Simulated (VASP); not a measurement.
Input of a VASP 6.6.1 run:

The input INCAR:

```
SYSTEM = Se
  PREC = Accurate
  ENCUT = 520
  EDIFF = 0.05
  ISMEAR = 0
  SIGMA = 0.02
  LREAL = .FALSE.
  LASPH = .TRUE.
  NELM = 60
  ALGO = Fast
  ISIF = 3
  LWAVE = .FALSE.
  LCHARG = .FALSE.
  GGA = PE
  IBRION = 2
  NSW = 80
  EDIFFG = -0.002
  PSTRESS = 940.0
```

The input KPOINTS:

```
regular mesh
0
G
  15 15 15
  0 0 0
```

Contents of POSCAR:

```
Se
1.0
    1.9250000000      1.1113992700      0.8816666700
   -1.9250000000      1.1113992700      0.8816666700
    0.0000000000     -2.2227985400      0.8816666700
Se
1
Direct
    0.0000000000      0.0000000000      0.0000000000
```

Potentials or basis: VASP PAW PBE potentials, release 64 (Se).

Launch:

```console
$ cat potpaw_PBE.64/Se/POTCAR > POTCAR
$ mpirun -np 1 vasp_std > vasp.out
```

**Question.** Estimate the band gap on the k mesh.

**Answer.** None (metal or under the smearing width).

**Question.** Estimate the relaxed cell.

**Answer.** a = 2.464 Å, b = 2.464 Å, c = 2.464 Å, α = 105.13°, β = 105.13°, γ = 105.13°.

**Question.** What does it give for the space group after relaxing (to 0.05 Å)?

**Answer.** R-3m (No. 166).

**Question.** Estimate the relaxed volume.

**Answer.** 13.05 Å³/atom.

Final structure:
```cif
data_structure
_symmetry_space_group_name_H-M 'P 1'
_symmetry_Int_Tables_number 1
_cell_length_a 2.4644
_cell_length_b 2.4644
_cell_length_c 2.4644
_cell_angle_alpha 105.134
_cell_angle_beta 105.134
_cell_angle_gamma 105.134
_cell_volume 13.05
loop_
_atom_site_label
_atom_site_type_symbol
_atom_site_fract_x
_atom_site_fract_y
_atom_site_fract_z
_atom_site_occupancy
Se1 Se 0.00000 0.00000 0.00000 1
```

Caveat: the cell is relaxed towards a set pressure, so the enthalpy falls and the energy may rise; the volume moved by over 15 % at a fixed basis, so the end points are rough. Zero-point motion and thermal expansion aren't in these numbers.
